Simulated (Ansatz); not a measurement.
Run record: effective masses from band slopes of RbBr (Fm-3m)

Level of theory: r²SCAN, PAW on Ansatz 0.2.0's default frozen-core files (fitted under PBE), scalar-relativistic.

The cell comes from a PAW relaxation under the same functional.

The run reads the converged density of an earlier one (folder ck) and closes the SCF again from it before it solves the listed points.

Command:

```sh
ansatz run input.yaml --threads 1 --pin off --max-ram 3072MiB --backend cpu --events-out ev --progress --plain --runs-dir out
```

input.yaml:

```yaml
crystal:
  lattice:
    - [0.0, 3.46173422789, 3.46173422789]
    - [3.46173422789, 0.0, 3.46173422789]
    - [3.46173422789, 3.46173422789, 0.0]
  atoms:
    - { symbol: Rb, position: [0.0, 0.0, 0.0] }
    - { symbol: Br, position: [0.5, 0.5, 0.5] }
kpoints:
  mp_grid: { grid: [6, 6, 6] }
scf:
  occupations: { method: fixed }
hamiltonian:
  xc: r2scan
  pseudopotentials: { kind: paw }
output:
  eigenstates:
    kpoints:
      - [0.0, 0.0, 0.0]
      - [0.0, 0.002754761, 0.002754761]
      - [0.0, 0.005509521, 0.005509521]
      - [0.0, 0.011019042, 0.011019042]
      - [0.002754761, 0.0, 0.002754761]
      - [0.005509521, 0.0, 0.005509521]
      - [0.011019042, 0.0, 0.011019042]
      - [0.002754761, 0.002754761, 0.0]
      - [0.005509521, 0.005509521, 0.0]
      - [0.011019042, 0.011019042, 0.0]
      - [0.00194791, 0.00194791, 0.00389582]
      - [0.00389582, 0.00389582, 0.00779164]
      # ... 22 further points ...
      - [0.012723694, 0.012723694, 0.012723694]
      - [-0.001124626, -0.001124626, 0.002249253]
      - [-0.002249253, -0.002249253, 0.004498505]
      - [-0.004498505, -0.004498505, 0.00899701]
    de_dk: true
    e_range: [-3, 7.890984302564]
checkpoint:
  read: ck
```

The program printed:

```
Warning: RAYON_NUM_THREADS=1 ignored (pool sized by the plan → 1); use --threads N
Engine: ansatz 0.2.0, aarch64-unknown-linux-gnu
Pseudopotentials: kind: paw
Pseudopotential: Rb, paw, valence charge 9, recommended cutoff 500 eV (meta_gga), Rb.paw.azcp
Pseudopotential: Br, paw, valence charge 7, recommended cutoff 500 eV (meta_gga), Br.paw.azcp
Functional definition: r2SCAN
  parameter k0 = 0.174
  parameter k1 = 0.065
  parameter a1 = 4.9479
  exchange = r2scan_x(k0 = k0, k1 = k1, a1 = a1)
  correlation = r2scan_c
Crystal: 2 atoms, lattice volume = 82.968 Å³
Basis set: ecut = 500 eV, 2085 PW (Γ), exchange–correlation on 144×144×144 points (64 copies of the dense FFT grid, shifted against one another)
Bands: 12, of which v1, the nominal top of the filled ones, is band 8 counted from 1 (7 counted from 0)
Symmetry: 48 space group operations
Space group: Fm-3m (ITA 225), of the structure as read, at distance tolerance 4.4e-5 Å
k-points: 16 of 216
Non-local potential: Rb, projectors of the file, l = 0: 3, l = 1: 2, l = 2: 2
Non-local potential: Br, projectors of the file, l = 0: 2, l = 1: 2, l = 2: 2
PAW form: soft (Blöchl's): semilocal exchange-correlation on the pseudo side does not see the compensation charge
PAW frozen core: Rb, regenerated for the run's functional (the file was generated under x = pbe(κ = 0.804, μ = 0.2195149727645171), c = pbe(β = 0.06672455060314922))
PAW frozen core: Br, regenerated for the run's functional (the file was generated under x = pbe(κ = 0.804, μ = 0.2195149727645171), c = pbe(β = 0.06672455060314922))
PAW one-centre angular grid: Rb, 302 points (default); XC on 160 Gauss nodes
PAW one-centre angular grid: Br, 302 points (default); XC on 160 Gauss nodes
Initial density: read from a saved state, or passed on in memory by an earlier SCF of this step, an earlier step, the calling program or the single point that the run made first
[... 1 lines left out ...]
Initial wavefunctions: pseudopotential atomic-orbital guess
Functional: x = r2scan, c = r2scan; τ floored in thin density (d = 2e-4 eV/Å³)
iter 1 solved again at ethr=2.59e-6 eV; its pass at ethr=3.10e-3 eV (dr2=4.14e-4 eV) is discarded
SCF iter   1: F=—  HF=-6074.833000 eV  |F-HF|=—  |Δ(HF+E_count)|=         —  Δρ=2.70e-6  dr2=2.53e-9  dr2_τ=2.80e-9  ethr=2.59e-6  ⟨swp⟩=3.3  Hψ=1678  notcnv=0  defer=30
eigensolver tolerance schedule: the retry pair's looser diagonalisation over-reported the residual by 163243.53 of it (diagonalisation noise at an unbounded share of the residual, at the tolerance the schedule requests for it); ...
preconditioner: auto → none  [insulator: Δε(μ)=4.891 eV  Ē_g=14.071 eV  n_scr=14 (ndim 8)  ℏωp=15.3 eV  f_vac=0.088  ε∞_Penn≈2.2]
SCF iter   2: F=—  HF=-6074.833001 eV  |F-HF|=—  |Δ(HF+E_count)|=   9.52e-7  Δρ=1.63e-6  dr2=1.41e-9  dr2_τ=2.67e-9  ethr=1.58e-11  ⟨swp⟩=4.8  Hψ=591  notcnv=0  defer=27
SCF iter   3: F=—  HF=-6074.833001 eV  |F-HF|=—  |Δ(HF+E_count)|=  2.95e-10  Δρ=9.94e-7  dr2=4.14e-10  dr2_τ=4.26e-10  ethr=8.82e-12  ⟨swp⟩=1.2  Hψ=208  notcnv=0  defer=27
SCF iter   4: F=—  HF=-6074.833001 eV  |F-HF|=—  |Δ(HF+E_count)|=  4.18e-11  Δρ=6.37e-7  dr2=1.51e-10  dr2_τ=1.53e-10  ethr=2.59e-12  ⟨swp⟩=1.0  Hψ=192  notcnv=0  defer=27
SCF iter   5: F=—  HF=-6074.833001 eV  |F-HF|=—  |Δ(HF+E_count)|=    0.00e0  Δρ=4.09e-7  dr2=5.93e-11  dr2_τ=6.31e-11  ethr=1.00e-12  ⟨swp⟩=1.0  Hψ=192  notcnv=0  defer=27
SCF iter   6: F=—  HF=-6074.833001 eV  |F-HF|=—  |Δ(HF+E_count)|=    0.00e0  Δρ=2.67e-7  dr2=2.53e-11  dr2_τ=2.71e-11  ethr=1.00e-12  ⟨swp⟩=1.0  Hψ=192  notcnv=0  defer=27
SCF iter   7: F=-6074.833001 eV  HF=-6074.833001 eV  |F-HF|=0.00e0  |Δ(HF+E_count)|=    0.00e0  Δρ=1.43e-7  dr2=7.33e-12  dr2_τ=7.82e-12  ethr=1.00e-12  ⟨swp⟩=5.9  Hψ=930  notcnv=0
SCF 1 converged in 7 iterations: F = -6074.833001 eV  dr2 = 7.33e-12
  greatest PAW one-centre occupation: 0.973 electrons in one spin orbital (limit 2), on the Rb atom at site 0 (counted from 0), in its partial waves of l = 0
NSCF: frozen V_eff on 38 k-points
SCF converged after 7 iterations
Free energy (F): -6074.833001 eV
Harris-Foulkes:  -6074.833001 eV  (|F-HF|=0.00e0)
Internal energy: -6074.833001 eV  (E = F + TS)
E sigma→0 (E₀):  -6074.833001 eV
Fermi energy:    0.615434 eV
--- Per-component energies (eV) ---
  E_band       = -120.753475
  E_kinetic    = 328.067445
  E_local      = -811.083354  (includes V_loc(G=0)·N_el)
  E_nonlocal   = 241.928409
  E_hartree    = 210.677543
  E_xc         = -376.598974
  E_vxc        = -267.211702  (∫ρ·V_xc dr)
  E_paw        = -4904.908905  (= ΣΔE_a)
  E_vpaw       = -48.070653  (= ΣTr[D̂ρ^β])
  E_aug_tail   = -0.000001  (compensation charges beyond the density's cutoff)
  E_vtau       = 14.261324  (kinetic-family band-sum trace: ∫τ·v_τ [+ j·A + Jᵃ·Aᵃ] dr)
  E_ewald      = -762.610044
  E_core_change = -0.305121  (= ΣΔE_core)
  E_smearing   = -0.000000  (= −TS)
  E_closure    = 0.000000  (closes the sum)
  Σ components = -6074.833001   (vs F -6074.833001, Δ=0.00e0)
```

Self-consistency was reached.

### Masses along directions

Band extrema of a crystal from Kohn-Sham levels and slopes, searched on the fine mesh and refined; masses in electron masses from slopes a step away, negative for holes; Cartesian axes as in the input; branches counted from each extremum; the finite step makes the lightest masses up to 3 per cent heavy.

- Fine mesh: 10, 10, 10

```csv
side,point,k a (r.l.u.),k b (r.l.u.),k c (r.l.u.),direction,number,level from its edge (eV),band mass (mₑ)
conduction,Gamma,0,0,0,100,1,0,0.3837
conduction,Gamma,0,0,0,010,1,0,0.3837
conduction,Gamma,0,0,0,001,1,0,0.3837
conduction,Gamma,0,0,0,110,1,0,0.3837
conduction,Gamma,0,0,0,111,1,0,0.3837
conduction,Gamma,0,0,0,11-2,1,0,0.3837
valence,Gamma,0,0,0,100,1,0,-5.491
valence,Gamma,0,0,0,100,2,0,-5.491
valence,Gamma,0,0,0,100,3,0,-0.6177
valence,Gamma,0,0,0,010,1,0,-5.491
valence,Gamma,0,0,0,010,2,0,-5.491
valence,Gamma,0,0,0,010,3,0,-0.6177
valence,Gamma,0,0,0,001,1,0,-5.491
valence,Gamma,0,0,0,001,2,0,-5.491
valence,Gamma,0,0,0,001,3,0,-0.6177
valence,Gamma,0,0,0,110,1,0,-5.491
valence,Gamma,0,0,0,110,2,0,-2.207
valence,Gamma,0,0,0,110,3,0,-0.7418
valence,Gamma,0,0,0,111,1,0,-2.756
valence,Gamma,0,0,0,111,2,0,-2.756
valence,Gamma,0,0,0,111,3,0,-0.7949
valence,Gamma,0,0,0,11-2,1,0,-3.67
valence,Gamma,0,0,0,11-2,2,0,-2.886
valence,Gamma,0,0,0,11-2,3,0,-0.7326
```

**Band extrema**

Principal masses of single bands.

- Fine mesh: 10, 10, 10
- Band gap: 4.891 eV
- Least direct gap on mesh: 4.891 eV

```csv
side,point,k a (r.l.u.),k b (r.l.u.),k c (r.l.u.),valleys,level (eV over the valence top),mass light (mₑ),mass middle (mₑ),mass heavy (mₑ)
conduction,Gamma,0,0,0,1,4.891,0.3837,0.3837,0.3837
valence,Gamma,0,0,0,1,0,–,–,–
```

Known limits: frozen-core PAW files fitted under PBE, their cores solved anew for the functional of the run; no spin-orbit coupling on heavy atoms; semilocal gaps are low, and what follows the gap (onsets, screening, light masses) shifts with it; without spin-orbit coupling, bands that meet at the valence top are not the light and heavy holes of experiment.

Cost: 5.7 s on 1 thread of Arm Neoverse V2, on a shared host, peak memory 0.41 GiB.
